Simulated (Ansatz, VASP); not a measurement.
One calculation of Al, two programs

```xyz
1
Lattice="0.0202 2.0341 2.0341 2.0341 0.0202 2.0341 2.0341 2.0341 0.0202" Properties=species:S:1:pos:R:3 pbc="T T T"
Al    0.0000    0.0000    0.0000
```

Change from the starting cell: equal xy, yz and zx shear strains of +1 %.

Alike in both runs: task single point; functional PBEsol; k mesh 14 × 14 × 14; occupations fermi-dirac, width 0.05 eV; no spin polarisation.

```csv
,VASP,Ansatz
version,VASP 6.6.1,Ansatz 0.2.0
potentials or method,"VASP PAW PBE potentials, release 64 (Al), cutoff 520 eV","all-electron LAPW, scalar-relativistic"
```

Ansatz gave:

* pressure (GPa): -2.1

Estimate VASP's values.

pressure (GPa): -2.0.

Ansatz ran all-electron here, so the differences hold the error of VASP's frozen core and of both bases.

Caveats: the PAW data sets were made with another functional, which shifts forces and pressure a little (VASP).
